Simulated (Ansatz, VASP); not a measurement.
# Re: VASP beside Ansatz

```
Re
1.0
     0.00000    1.97500    2.03425
     1.97500    0.00000    2.03425
     1.97500    1.97500    0.00000
Re
1
Direct
  0.00000 0.00000 0.00000
```

Change from the starting cell: zz strain of +3 %.

Alike in both runs: task single point; functional PBE; k mesh 14 × 14 × 14; occupations fermi-dirac, width 0.03 eV; no spin polarisation.

|  | VASP | Ansatz |
| --- | --- | --- |
| version | VASP 6.6.1 | Ansatz 0.2.0 |
| potentials or method | VASP PAW PBE potentials, release 64 (Re), cutoff 520 eV | all-electron LAPW, scalar-relativistic |

```csv
,VASP,Ansatz,Ansatz less VASP
pressure (GPa),-18.7,-17.8,+0.91
largest component of the traceless stress (GPa),4.33,4.44,+0.106
```

Ansatz ran all-electron here, so the differences hold the error of VASP's frozen core and of both bases.

Caveats: so large a pressure means that the cell lies far from this level's equilibrium, or that cutoff or potentials fall short (VASP). Spin-orbit coupling is left out, which matters for the levels of Re.
